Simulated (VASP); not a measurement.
# BN (F-43m) in VASP: notebook, part 2 of 2

VASP 6.6.1. Earlier steps stand in the parts before.

### 3 Relaxation of cell and atoms, LDA

Input file INCAR:

```
ALGO     = Normal         # electronic algorithm
EDIFF    = 1E-7           # SCF threshold, eV
EDIFFG   = -0.005         # ionic threshold
ENCUT    = 600            # plane-wave cutoff, eV
GGA      = CA             # functional
IBRION   = 2              # ionic algorithm
ISIF     = 3              # what is computed and relaxed
ISMEAR   = 0              # smearing method
LASPH    = True           # aspherical terms in the spheres
LCHARG   = False          # write CHGCAR
LREAL    = False          # projectors in reciprocal space
LWAVE    = False          # write WAVECAR
NELM     = 100            # most SCF steps
NSW      = 90             # ionic steps
PREC     = Accurate       # precision mode
SIGMA    = 0.02           # smearing width, eV
```

Input file KPOINTS:

```
k-points
0
Gamma
  12 12 12
```

Input file POSCAR:

```
BN
1.0
    0.0000000000      1.8130010000      1.8130010000
    1.8130010000      0.0000000000      1.8130010000
    1.8130010000      1.8130010000      0.0000000000
B N
1 1
Direct
    0.0000000000      0.0000000000      0.0000000000
    0.2500000000      0.2500000000      0.2500000000
```

Potentials or basis: VASP PAW LDA potentials, release 64 (B, N).

The run is started by

```sh
> cat potpaw_LDA.64/B/POTCAR potpaw_LDA.64/N/POTCAR > POTCAR
> mpirun -np 1 vasp_std > vasp.out
```

OUTCAR:

```text
EDIFF = 1E-7
   EDIFFG = -0.005
   ENCUT = 600
   GGA = CA
   IBRION = 2
   ISIF = 3
   ISMEAR = 0
   LASPH = True
   LREAL = False
   NELM = 100
   NSW = 90
   PREC = Accurate

 ion  position               nearest neighbor table
   1  0.000  0.000  0.000-   2 1.57   2 1.57   2 1.57   2 1.57
   2  0.250  0.250  0.250-   1 1.57   1 1.57   1 1.57   1 1.57

  LATTYP: Found a face centered cubic cell.
 ALAT       =     3.6260020000

  Lattice vectors:

 A1 = (   0.0000000000,   1.8130010000,   1.8130010000)
 A2 = (   1.8130010000,   0.0000000000,   1.8130010000)
 A3 = (   1.8130010000,   1.8130010000,   0.0000000000)

Analysis of symmetry for initial positions (statically):
=====================================================================
 Subroutine PRICEL returns:
 Original cell was already a primitive cell.

 Routine SETGRP: Setting up the symmetry group for a
 face centered cubic supercell.

 Subroutine GETGRP returns: Found 24 space group operations
 (whereof 24 operations were pure point group operations)
 out of a pool of 48 trial point group operations.

The static configuration has the point symmetry T_d .

Analysis of symmetry for dynamics (positions and initial velocities):
=====================================================================
 Subroutine PRICEL returns:
 Original cell was already a primitive cell.

 Routine SETGRP: Setting up the symmetry group for a
 face centered cubic supercell.

 Subroutine GETGRP returns: Found 24 space group operations
 (whereof 24 operations were pure point group operations)
 out of a pool of 48 trial point group operations.

The dynamic configuration has the point symmetry T_d .

 Subroutine INISYM returns: Found 24 space group operations
 (whereof 24 operations are pure point group operations),
 and found     1 'primitive' translations

----------------------------------------------------------------------------------------

                                     Primitive cell

  volume of cell :      11.9186

  direct lattice vectors                    reciprocal lattice vectors
     0.000000000  1.813001000  1.813001000    -0.275785838  0.275785838  0.275785838
     1.813001000  0.000000000  1.813001000     0.275785838 -0.275785838  0.275785838
     1.813001000  1.813001000  0.000000000     0.275785838  0.275785838 -0.275785838

  length of vectors
     2.563970603  2.563970603  2.563970603     0.477675083  0.477675083  0.477675083

  position of ions in fractional coordinates (direct lattice)
     0.000000000  0.000000000  0.000000000
     0.250000000  0.250000000  0.250000000

  ion indices of the primitive-cell ions
   primitive index   ion index
                 1           1
                 2           2

----------------------------------------------------------------------------------------

 KPOINTS: k-points

Automatic generation of k-mesh.
 Grid dimensions read from file:
 generate k-points for:   12   12   12

 Generating k-lattice:

  Cartesian coordinates                     Fractional coordinates (reciprocal lattice)
    -0.022982153  0.022982153  0.022982153     0.083333333  0.000000000  0.000000000
     0.022982153 -0.022982153  0.022982153     0.000000000  0.083333333  0.000000000
     0.022982153  0.022982153 -0.022982153     0.000000000  0.000000000  0.083333333

[... 47 lines left out ...]
   PREC   = accura    normal or accurate (medium, high low for compatibility)
   ISTART =      0    job   : 0-new  1-cont  2-samecut
   ICHARG =      2    charge: 1-file 2-atom 10-const
   ISPIN  =      1    spin polarized calculation?
   LNONCOLLINEAR =      F non collinear calculations
   LSORBIT =      F    spin-orbit coupling
   LASPH  =      T    aspherical Exc in radial PAW
   ENCUT  =  600.0 eV  44.10 Ry    6.64 a.u.   5.12  5.12  5.12*2*pi/ulx,y,z
   NELM   =    100;   NELMIN=  2; NELMDL= -5     # of ELM steps
   EDIFF  = 0.1E-06   stopping-criterion for ELM
   LREAL  =      F    real-space projection
   EDIFFG = -.5E-02   stopping-criterion for IOM
   NSW    =     90    number of steps for IOM
   IBRION =      2    ionic relax: 0-MD 1-quasi-New 2-CG
   NFREE  =      1    steps in history (QN), initial steepest desc. (CG)
   ISIF   =      3    stress and relaxation
   ISYM   =      2    0-nonsym 1-usesym 2-fastsym
   POTIM  = 0.5000    time-step for ionic-motion
   TEBEG  =    0.0;   TEEND  =   0.0 temperature during run
   PSTRESS=    0.0 pullay stress
   NELECT =       8.0000    total number of electrons
   NUPDOWN=      -1.0000    fix difference up-down
   EMIN   =  10.00;   EMAX   =-10.00  energy-range for DOS
   EFERMI =   0.00;   METHOD = LEGACY
   ISMEAR =     0;   SIGMA  =   0.02  broadening in eV -4-tet -1-fermi 0-gaus
   EFERMI_NEDOS =   21; number of points for ismear=-14 and -15
   IALGO  =     38    algorithm
   IMIX   =      4    mixing-type and parameters
     AMIX     =   0.40;   BMIX     =  1.00
     AMIX_MAG =   1.60;   BMIX_MAG =  1.00
  volume/ion in A,a.u.               =       5.96        40.22
  Fermi-wavevector in a.u.,A,eV,Ry     =   1.433387  2.708709 27.954506  2.054598
  Thomas-Fermi vector in A             =   2.552911
   LORBIT       =      0    0 simple, 1 ext, 2 COOP (PROOUT), +10 PAW based schemes
   GGA     = CA    functional components
   LHFCALC =     F    Hartree Fock is set to
   AEXX    =    0.0000 exact exchange contribution
   IVDW    =     0    specifies the selected vdW correction
   LEPSILON=     F    determine dielectric tensor
   LRPA    =     F    only Hartree local field effects (RPA)
 conjugate gradient relaxation of ions
 non-spin polarized calculation
 Gauss-broadening in eV      SIGMA  =   0.02
  energy-cutoff  :      600.00
  volume of cell :       11.92
 maximum number of plane-waves:       415
   NGX = 11   NGY = 11   NGZ = 11

--------------------------------------- Ionic step        1  -------------------------------------------

 number of electron       8.0000000 magnetization

 Free energy of the ion-electron system (eV)
  ---------------------------------------------------
  ext. energy  EPLUGINS =         0.00000000
  ---------------------------------------------------
  free energy    TOTEN  =       -19.39911828 eV

  energy without entropy =      -19.39911828  energy(sigma->0) =      -19.39911828

------------------------ aborting loop because EDIFF is reached ----------------------------------------

  FORCE on cell =-STRESS in cart. coord.  units (eV):
  Direction    XX          YY          ZZ          XY          YZ          ZX
  --------------------------------------------------------------------------------------
  -------------------------------------------------------------------------------------
  Total       -1.0117135     -1.0117135     -1.0117135     -0.0000000      0.0000000     -0.0000000
  in kB     -136.0015952   -136.0015952   -136.0015952     -0.0000000      0.0000000     -0.0000000
  external PRESSURE =    -136.0015952 kB  Pullay stress =       0.0000000 kB
[... 59 lines left out ...]
--------------------------------------- Ionic step        3  -------------------------------------------

 number of electron       7.9999999 magnetization

 Free energy of the ion-electron system (eV)
  ---------------------------------------------------
  ext. energy  EPLUGINS =         0.00000000
  ---------------------------------------------------
  free energy    TOTEN  =       -19.41759386 eV

  energy without entropy =      -19.41759386  energy(sigma->0) =      -19.41759386

 E-fermi :   7.8729     XC(G=0): -13.2340

 val. band max:        7.7267387071   @ k =   0.0000   0.0000   0.0000
 cond. band min:      12.1021841553   @ k =   0.5000   0.5000   0.0000
 fundamental gap:      4.3754454482
 Fermi energy:         7.8728666804

 k-point     1 :       0.0000    0.0000    0.0000
  band No.  band energies     occupation
      1     -12.6487      2.00000
      2       7.7267      2.00000
      3       7.7267      2.00000
      4       7.7267      2.00000
      5      16.5366      0.00000
      6      16.5366      0.00000
      7      16.5366      0.00000
      8      18.6057      0.00000
[... 243 lines left out ...]
 k-point    24 :      -0.4167    0.1667    0.0000
  band No.  band energies     occupation
      1      -7.8637      2.00000
      2      -2.5212      2.00000
      3       3.5214      2.00000
      4       5.0774      2.00000
      5      17.0466      0.00000
      6      20.0249      0.00000
      7      20.2456      0.00000
      8      23.5959      0.00000

 [... further k-points ...]

------------------------ aborting loop because EDIFF is reached ----------------------------------------

  FORCE on cell =-STRESS in cart. coord.  units (eV):
  Direction    XX          YY          ZZ          XY          YZ          ZX
  --------------------------------------------------------------------------------------
  -------------------------------------------------------------------------------------
  Total       -0.0073642     -0.0073642     -0.0073642      0.0000000      0.0000000      0.0000000
  in kB       -1.0261411     -1.0261411     -1.0261411      0.0000000      0.0000000      0.0000000
  external PRESSURE =      -1.0261411 kB  Pullay stress =       0.0000000 kB
[... 17 lines left out ...]
  FREE ENERGIE OF THE ION-ELECTRON SYSTEM (eV)
  ---------------------------------------------------
  free  energy   TOTEN  =       -19.4175938550 eV

  energy  without entropy=      -19.4175938550  energy(sigma->0) =      -19.41759386

 reached required accuracy - stopping structural energy minimisation
```

Wall time 7 s (1 thread of Intel Xeon 6975P-C (Granite Rapids), shared host); peak memory 0.11 GiB.

Results:

| Quantity | Value |
| --- | --- |
| Free energy | -19.4176 eV |
| Relaxed volume | 5.75 Å³/atom |
| Relaxed cell | a = 2.533 Å, b = 2.533 Å, c = 2.533 Å, α = 60.00°, β = 60.00°, γ = 60.00° |
| Space group after relaxing (to 0.05 Å) | F-43m (No. 216) |
| Energy gained by relaxing | 9.2 meV/atom |
| Ionic steps | 3 |
| Pressure after relaxing | -0.1 GPa |
| Band gap on the k mesh | 4.38 eV, indirect (least direct gap 8.81 eV) |

Step by step:
| step | energy change (eV) | largest force (eV/Å) | pressure (GPa) | volume (Å³) |
| --- | --- | --- | --- | --- |
| 1 | 0.0000 | 0.0000 | -13.60 | 11.92 |
| 2 | 0.0027 | 0.0000 | 16.35 | 11.07 |
| 3 | -0.0185 | 0.0000 | -0.10 | 11.50 |

Final structure:
```
B N
1.0
     0.00000    1.79143    1.79143
     1.79143    0.00000    1.79143
     1.79143    1.79143    0.00000
B N
1 1
Direct
  0.00000 0.00000 0.00000
  0.25000 0.25000 0.25000
```

Levels at points of the mesh, in eV from the valence-band top:
| k point | band 1 | band 2 | band 3 | band 4 | band 5 | band 6 | band 7 | band 8 |
| --- | --- | --- | --- | --- | --- | --- | --- | --- |
| (0.00, 0.00, 0.00) | -20.38 | 0.00 | 0.00 | 0.00 | 8.81 | 8.81 | 8.81 | 10.88 |
| (0.50, 0.00, 0.00) | -15.96 | -10.96 | -2.00 | -2.00 | 10.56 | 10.71 | 10.71 | 15.29 |
| (0.50, 0.50, 0.00) | -14.55 | -9.06 | -5.06 | -5.06 | 4.38 | 9.30 | 18.11 | 18.11 |

### 4 Relaxation of cell and atoms, PBE

INCAR, as its differences from that of step 3:

```diff
@@ -4,3 +4,3 @@
 ENCUT    = 600            # plane-wave cutoff, eV
-GGA      = CA             # functional
+GGA      = PE             # functional
 IBRION   = 2              # ionic algorithm
```

KPOINTS is that of step 3.

POSCAR is that of step 3.

Potentials or basis: VASP PAW PBE potentials, release 64 (B, N).

The run is started by

```sh
> cat potpaw_PBE.64/B/POTCAR potpaw_PBE.64/N/POTCAR > POTCAR
> mpirun -np 1 vasp_std > vasp.out
```

Run time: 8.8 s. Hardware: 1 thread of Intel Xeon 6975P-C (Granite Rapids), shared host; peak memory 0.12 GiB.

The run converged. Its results:

```yaml
Free_energy: -17.4547 eV
Relaxed_volume: 5.95 Å³/atom
Relaxed_cell: a = 2.563 Å, b = 2.563 Å, c = 2.563 Å, α = 60.00°, β = 60.00°, γ = 60.00°
Space_group_after_relaxing_to_0.05_Å: F-43m (No. 216)
Energy_gained_by_relaxing: 0.0 meV/atom
Ionic_steps: 3
Pressure_after_relaxing: 0.0 GPa
Band_gap_on_the_k_mesh: 4.45 eV, indirect (least direct gap 8.78 eV)
```

Final structure:
```cif
data_structure
_symmetry_space_group_name_H-M 'P 1'
_symmetry_Int_Tables_number 1
_cell_length_a 2.5629
_cell_length_b 2.5629
_cell_length_c 2.5629
_cell_angle_alpha 60.000
_cell_angle_beta 60.000
_cell_angle_gamma 60.000
_cell_volume 11.90
loop_
_atom_site_label
_atom_site_type_symbol
_atom_site_fract_x
_atom_site_fract_y
_atom_site_fract_z
_atom_site_occupancy
B1 B 0.00000 0.00000 0.00000 1
N1 N 0.25000 0.25000 0.25000 1
```

Levels at points of the mesh, in eV from the valence-band top:
```
           k point  band 1  band 2  band 3  band 4  band 5  band 6  band 7  band 8
(0.00, 0.00, 0.00)  -20.14    0.00    0.00    0.00    8.78    8.78    8.78   10.22
(0.50, 0.00, 0.00)  -15.96  -10.62   -1.93   -1.93   10.04   10.66   10.66   15.18
(0.50, 0.50, 0.00)  -14.61   -8.86   -4.87   -4.87    4.45    9.19   17.80   17.80
```

A k mesh can miss the band edges. As with any semilocal functional, this PBE gap is likely too small.

### 5 Relaxation of cell and atoms, PBE+D3(BJ)

INCAR, as its differences from that of step 4:

```diff
@@ -8,2 +8,3 @@
 ISMEAR   = 0              # smearing method
+IVDW     = 12             # dispersion correction
 LASPH    = True           # aspherical terms in the spheres
```

KPOINTS is that of step 4.

POSCAR is that of step 4.

The run is started by

```sh
> cat potpaw_PBE.64/B/POTCAR potpaw_PBE.64/N/POTCAR > POTCAR
> mpirun -np 1 vasp_std > vasp.out
```

It took 11 s on 1 thread of Intel Xeon 6975P-C (Granite Rapids), shared host; peak memory 0.14 GiB.

The run converged. Its results:

```
Free energy                            : -17.8729 eV
Relaxed volume                         : 5.86 Å³/atom
Relaxed cell                           : a = 2.550 Å, b = 2.550 Å, c = 2.550 Å, α = 60.00°, β = 60.00°, γ = 60.00°
Space group after relaxing (to 0.05 Å) : F-43m (No. 216)
Energy gained by relaxing              : 1.8 meV/atom
Ionic steps                            : 3
Pressure after relaxing                : 0.0 GPa
Band gap on the k mesh                 : 4.47 eV, indirect (least direct gap 8.85 eV)
Dispersion energy per atom             : -0.211 eV
```

Step by step:
```tsv
step	energy change (eV)	largest force (eV/Å)	pressure (GPa)	volume (Å³)
1	0.0000	0.0000	-6.02	11.92
2	0.0001	0.0000	6.47	11.54
3	-0.0037	0.0000	-0.01	11.73
```

Final structure:
```
B N
1.0
     0.00000    1.80324    1.80324
     1.80324    0.00000    1.80324
     1.80324    1.80324    0.00000
B N
1 1
Direct
  0.00000 0.00000 0.00000
  0.25000 0.25000 0.25000
```

Levels at points of the mesh, in eV from the valence-band top:
```csv
k point,band 1,band 2,band 3,band 4,band 5,band 6,band 7,band 8
"(0.00, 0.00, 0.00)",-20.31,0.00,0.00,0.00,8.85,8.85,8.85,10.47
"(0.50, 0.00, 0.00)",-16.06,-10.76,-1.95,-1.95,10.24,10.74,10.74,15.33
"(0.50, 0.50, 0.00)",-14.68,-8.96,-4.94,-4.94,4.47,9.27,18.03,18.03
```

A k mesh can miss the band edges. As with any semilocal functional, this PBE gap is likely too small.

### 6 Relaxation of cell and atoms, PBEsol

INCAR, as its differences from that of step 5:

```diff
@@ -3,4 +3,4 @@
 EDIFFG   = -0.005         # ionic threshold
-ENCUT    = 600            # plane-wave cutoff, eV
-GGA      = PE             # functional
+ENCUT    = 300            # plane-wave cutoff, eV
+GGA      = PS             # functional
 IBRION   = 2              # ionic algorithm
@@ -8,3 +8,2 @@
 ISMEAR   = 0              # smearing method
-IVDW     = 12             # dispersion correction
 LASPH    = True           # aspherical terms in the spheres
```

KPOINTS is that of step 5.

POSCAR is that of step 5.

Potentials or basis: VASP PAW PBE potentials, release 64 (B, N).

The run is started by

```sh
> cat potpaw_PBE.64/B/POTCAR potpaw_PBE.64/N/POTCAR > POTCAR
> mpirun -np 1 vasp_std > vasp.out
```

It took 7 s on 1 thread of Intel Xeon 6975P-C (Granite Rapids), shared host; peak memory 0.1 GiB.

The run converged, but a check on its numbers failed (symmetry, net force, bounds or a known fault of this set-up), so they aren't taken as properties of the crystal.

Caveat: the cutoff lies under the usual one of these potentials, so the numbers hold a large basis-set error; the PAW data sets were made with another functional, which shifts forces and pressure a little.

### 7 Overview

| level | potentials or basis | gap on the mesh (eV) | pressure (GPa) | relaxed volume (Å³/atom) |
| --- | --- | --- | --- | --- |
| PBEsol | VASP PAW PBE potentials, release 64 (B, N) | 4.28 | 0.0 | 5.86 |
| LDA | VASP PAW LDA potentials, release 64 (B, N) | 4.38 | -0.1 | 5.75 |
| PBE | VASP PAW PBE potentials, release 64 (B, N) | 4.45 | 0.0 | 5.95 |
| PBE+D3(BJ) | VASP PAW PBE potentials, release 64 (B, N) | 4.47 | 0.0 | 5.86 |

Alike in all rows: task relaxation of cell and atoms; no spin polarisation; cell relaxed; k mesh 12 × 12 × 12; cutoff (eV) 600; smearing gaussian 0.02 eV.

Caveats: the PAW data sets were made with another functional, which shifts forces and pressure a little (some runs).

Total energies depend on the potentials used, so only differences within one code and one set of settings carry meaning.
